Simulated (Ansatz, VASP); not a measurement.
One calculation of Cl, two programs

Contents of INCAR:

```
SYSTEM = Cl
PREC = Accurate
ENCUT = 520
EDIFF = 1E-6
ISMEAR = -1
SIGMA = 0.01
LREAL = .False.
LASPH = .True.
NELM = 100
ALGO = Normal
ISIF = 2
LWAVE = .False.
LCHARG = .False.
GGA = PS
NBANDS = 14
```

KPOINTS

```
Automatic mesh
0
Gamma
  1 1 1
  0 0 0
```

Contents of POSCAR:

```
Cl
1.0
    9.0000000000      0.0000000000      0.0000000000
    0.0000000000      9.2000000000      0.0000000000
    0.0000000000      0.0000000000     11.0000000000
Cl
2
Direct
    0.5000000000      0.5000000000      0.4096075198
    0.5000000000      0.5000000000      0.5903924802
```

Input for Ansatz:

```yaml
crystal:
  lattice:
    - [9.0, 0.0, 0.0]
    - [0.0, 9.2, 0.0]
    - [0.0, 0.0, 11.0]
  atoms:
    - { symbol: Cl, position: [0.5, 0.5, 0.4096075198] }
    - { symbol: Cl, position: [0.5, 0.5, 0.5903924802] }
kpoints:
  mp_grid: { grid: [1, 1, 1] }
scf:
  occupations: { method: fermi_dirac, width: 0.01 }
hamiltonian:
  xc: pbesol
  pseudopotentials: { kind: all_electron, datasets: crystal }
output:
  forces: true
  stress: true
  eigenvalues: true
```

Alike in both runs: task single point; functional PBEsol; k mesh 1 × 1 × 1; occupations fermi-dirac, width 0.01 eV; no spin polarisation.

```csv
,VASP,Ansatz
version,VASP 6.6.1,Ansatz 0.2.0
potentials or method,"VASP PAW PBE potentials, release 64 (Cl)","all-electron PAW with datasets made for the crystal, scalar-relativistic"
plane-wave cutoff (eV),520,see its input
```

Ansatz gave:

* gap on the k mesh at the Fermi level (eV): 3.02
* rms of the force components (eV/Å): 0.001

Task: Estimate VASP's values.

Result: gap on the k mesh at the Fermi level (eV): 3.06; rms of the force components (eV/Å): 0.096.

Atom by atom the forces differ by 0.095 eV/Å (rms over components). Ansatz ran all-electron here, so the differences hold the error of VASP's frozen core and of both bases.

Caveats: the PAW data sets were made with another functional, which shifts forces and pressure a little (VASP).
